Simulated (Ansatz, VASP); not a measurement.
InSb: VASP beside Ansatz

```xyz
2
Lattice="0.0000 3.1744 3.1744 3.1744 0.0000 3.1744 3.1744 3.1744 0.0000" Properties=species:S:1:pos:R:3 pbc="T T T"
In    0.0000    0.0000    0.0000
Sb    3.1744    3.1744    3.1744
```

Alike in both runs: task single point; functional PBE; k mesh 12 × 12 × 12; occupations gaussian, width 0.1 eV; no spin polarisation.

|  | VASP | Ansatz |
| --- | --- | --- |
| version | VASP 6.6.1 | Ansatz 0.2.0 |
| potentials or method | VASP PAW PBE potentials, release 64 (In_d, Sb) | scalar-relativistic, plane waves, PAW |
| plane-wave cutoff (eV) | 520 | 420 |
| valence electrons in the cell | 18 | 28 |

```tsv
	VASP	Ansatz	Ansatz less VASP
gap on the k mesh at the Fermi level (eV)	none	none	-
pressure (GPa)	-3.6	-3.6	+0.04
```

A gap of «none» marks a metal or a gap that the smearing closes. The two sets of potentials don't hold the same shells in valence.

Spin-orbit coupling is left out, which matters for the levels of Sb.
